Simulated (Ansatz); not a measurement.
Start of a relaxation of HfH6:

```cif
data_structure
_symmetry_space_group_name_H-M 'I4/mmm'
_symmetry_Int_Tables_number 139
_cell_length_a 4.9324
_cell_length_b 4.9324
_cell_length_c 4.8580
_cell_angle_alpha 90.000
_cell_angle_beta 90.000
_cell_angle_gamma 90.000
_cell_volume 118.19
loop_
_atom_site_label
_atom_site_type_symbol
_atom_site_symmetry_multiplicity
_atom_site_Wyckoff_symbol
_atom_site_fract_x
_atom_site_fract_y
_atom_site_fract_z
_atom_site_occupancy
Hf1 Hf 2 a 0.00000 0.00000 0.00000 1
H1 H 8 i 0.29319 0.00000 0.00000 1
H2 H 4 c 0.00000 0.50000 0.00000 1
```

All numbers below come from DFT PBE, scalar-relativistic, plane waves, PAW (Ansatz 0.2.0). Cutoff 420 eV, Gaussian smearing, Γ-centred meshes. Cell and atoms relax first on a coarse mesh and then on a finer one. In between, the cell is made exact in the group found at 0.06 Å. In metals the finer mesh still leaves noise of several meV/atom or more. The steps can't lower the symmetry of their start. No spin polarisation.

A guess keeps its type if space group and coordination stay and the shape of the cell changes little (axis ratios within about 15 %, angles within 6°); the volume may change.

Question: Will the relaxed cell still be of the starting type?

Answer: It doesn't keep its type. The symmetry stays I4/mmm (No. 139). The volume per atom grows by 3.4 %, from 8.4 to 8.7 Å³. The shortest distance goes from 1.02 Å (H–H) to 0.95 Å (H–H). The ratio c/a of the conventional cell changes by a factor of 0.63. Counting neighbours within 15 % of an atom's shortest distance, the start has H 1/2, Hf 4 and the end H 1/2, Hf 4. In detail, at the end Hf has 4 H at 1.95 Å; around H on a site of symmetry m2m lie 1 H at 0.95 Å, 1 H at 1.90 Å and 1 Hf at 1.95 Å; H on a site of symmetry mmm is surrounded by 2 H at 0.95 Å.

```
Hf H
1.0
    -2.90254    2.90254    1.81288
     2.90254   -2.90254    1.81288
     2.90254    2.90254   -1.81288
Hf H
1 6
Direct
  0.00000 0.00000 0.00000
  0.00000 0.33656 0.33656
  0.00000 0.66344 0.66344
  0.33656 0.00000 0.33656
  0.66344 0.00000 0.66344
  0.50000 0.00000 0.50000
  0.00000 0.50000 0.50000
```

The last run used a 12×12×12 mesh for its 7-atom cell and Gaussian smearing of 0.10 eV. These runs have no spin–orbit coupling, which can matter for Hf. Symmetry constrained the relaxation, so the result can be a saddle point.

In counts of neighbours, a slash parts the counts of unlike sites.
